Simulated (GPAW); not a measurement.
CdSe (Cadmoselite):

```
CELL_PARAMETERS angstrom
4.30000 0.00000 0.00000
-2.15000 3.72391 0.00000
0.00000 0.00000 7.02000
ATOMIC_POSITIONS crystal
Cd 0.66667 0.33333 0.50000
Cd 0.33333 0.66667 0.00000
Se 0.66667 0.33333 0.88500
Se 0.33333 0.66667 0.38500
```

* Program: GPAW 26.7.0
* Task: relaxation of cell and atoms
* Functional: PBEsol
* Dispersion: D4
* Potentials or basis: PAW data sets generated in the run's folder for this functional
* Cutoff: 600 eV
* Basis: pw
* k mesh: 5 × 5 × 3
* Occupations: fermi-dirac, width 0.05 eV
* Spin: no spin polarisation

At the start: pressure -1.0 GPa; volume 28.10 Å³/atom.

How do energy, volume and symmetry change on relaxing?

Over 6 steps the energy falls by 6.8 meV/atom and the volume is 27.50 Å³/atom (-2.2 %); space group P6_3mc (No. 186, to 0.05 Å).

Step by step:
```tsv
step	energy change (eV)	largest force (eV/Å)	pressure (GPa)	volume (Å³)
1	0.0000	0.2692	-1.04	112.41
2	-0.0062	0.2373	-0.97	112.19
3	-0.0250	0.0847	-0.18	110.40
4	-0.0262	0.0033	-0.34	110.69
5	-0.0264	0.0070	-0.29	110.59
6	-0.0271	0.0035	0.01	109.99
```

Final structure:
```
CELL_PARAMETERS angstrom
4.27817 0.00000 0.00000
-2.13909 3.70500 0.00000
0.00000 0.00000 6.93926
ATOMIC_POSITIONS crystal
Cd 0.66667 0.33333 0.50408
Cd 0.33333 0.66667 0.00408
Se 0.66667 0.33333 0.88091
Se 0.33333 0.66667 0.38092
```

Caveat: later steps reuse the first step's grids.
